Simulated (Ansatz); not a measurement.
**SnS2: energy and pressure over a range of volumes**

One table from this session's results is given with a row withheld; the runs are named, their logs left out.

Computed with Ansatz 0.2.0 (DFT LDA, scalar-relativistic, unless a step's input says otherwise).

### Starting point

The structure is trigonal, space group P-3m1 (No. 164). The conventional cell has a = 3.598 Å, b = 3.598 Å, c = 5.494 Å, α = 90.00°, β = 90.00°, γ = 120.00°. Around Sn (site symmetry -3m) lie 6 S at 2.53 Å. S (site symmetry 3m) is surrounded by 3 Sn at 2.53 Å.

Coordinates:

```cif
data_structure
_symmetry_space_group_name_H-M 'P 1'
_symmetry_Int_Tables_number 1
_cell_length_a 3.5983
_cell_length_b 3.5983
_cell_length_c 5.4940
_cell_angle_alpha 90.000
_cell_angle_beta 90.000
_cell_angle_gamma 120.000
_cell_volume 61.60
loop_
_atom_site_label
_atom_site_type_symbol
_atom_site_fract_x
_atom_site_fract_y
_atom_site_fract_z
_atom_site_occupancy
Sn1 Sn 0.00000 0.00000 0.00000 1
S1 S 0.66667 0.33333 0.26390 1
S2 S 0.33333 0.66667 0.73610 1
```

Structure: COD 7038081, as refined from experiment and not relaxed.

Atoms are numbered in the order of the input: Sn1, S2, S3.

The first run:

input.yaml

```yaml
crystal:
  lattice:
    - [3.5248450299, 0.0, 0.0]
    - [-1.7624225149, 3.0526053403, 0.0]
    - [0.0, 0.0, 5.3818460813]
  atoms:
    - { symbol: Sn, position: [0.0, 0.0, 0.0] }
    - { symbol: S, position: [0.6666666667, 0.3333333333, 0.2639] }
    - { symbol: S, position: [0.3333333333, 0.6666666667, 0.7361] }
kpoints:
  mp_grid: { grid: [8, 8, 5] }
  band_path:
    path:
      - [0.0, 0.0, 0.0]
      - [0.5, 0.0, 0.0]
      - [0.3333333333, 0.3333333333, 0.0]
      - [0.0, 0.0, 0.0]
      - [0.0, 0.0, 0.5]
      - [0.5, 0.0, 0.5]
      - [0.3333333333, 0.3333333333, 0.5]
      - [0.0, 0.0, 0.5]
      - [0.5, 0.0, 0.5]
    npoints: 5
scf:
  occupations: { method: fermi_dirac, width: 0.01 }
hamiltonian:
  xc: lda
  pseudopotentials: { kind: all_electron, lapw: { basis_error: 0.001 } }
output:
  forces: true
  stress: true
  eigenvalues: true
```

Launch:

```bash
> ansatz run input.yaml --threads 1 --pin off --max-ram 4096MiB --backend cpu --events-out ev --progress --plain --runs-dir out
```

Steps of the session up to this table: Volume × 0.94, LAPW; Volume × 0.94, PAW; Volume × 0.94, crystal datasets; Volume × 0.98, LAPW; Volume × 0.98, PAW; Volume × 0.98, crystal datasets; Volume × 1.01, LAPW; Volume × 1.01, PAW; Volume × 1.01, crystal datasets; Volume × 1.04, LAPW; Volume × 1.04, PAW; Volume × 1.04, crystal datasets.

One of the session's tables, all rows but one given; the rest of the session is left out.

It belongs to the step «The equation of state». 

```
          method  volume (Å³/atom)  pressure (GPa)  gap on the k mesh (eV)  largest force (eV/Å)
            LAPW            19.303               ?                       ?                     ?
            LAPW            20.124            5.72                    1.07                 0.467
            LAPW            20.535            3.49                    1.04                 0.260
            LAPW            20.740            2.46                    1.03                 0.163
            LAPW            21.356           -0.31                    0.99                 0.106
             PAW            19.303           11.00                    1.12                 0.938
             PAW            20.124            5.72                    1.06                 0.469
             PAW            20.535            3.49                    1.04                 0.262
             PAW            20.740            2.46                    1.02                 0.165
             PAW            21.356           -0.31                    0.98                 0.104
crystal datasets            19.303           10.99                    1.13                 0.935
crystal datasets            20.124            5.72                    1.07                 0.467
crystal datasets            20.535            3.48                    1.04                 0.260
crystal datasets            20.740            2.46                    1.03                 0.163
crystal datasets            21.356           -0.31                    0.99                 0.106
```

Q: Estimate the row for LAPW, 19.303 from the others.

The run gave: pressure (GPa): 11.00; gap on the k mesh (eV): 1.13; largest force (eV/Å): 0.935.

To keep in mind: Shape and positions are held, so a fully relaxed modulus can be lower. Warnings in the runs' records: gradients without spin orbit, crystal datasets made.
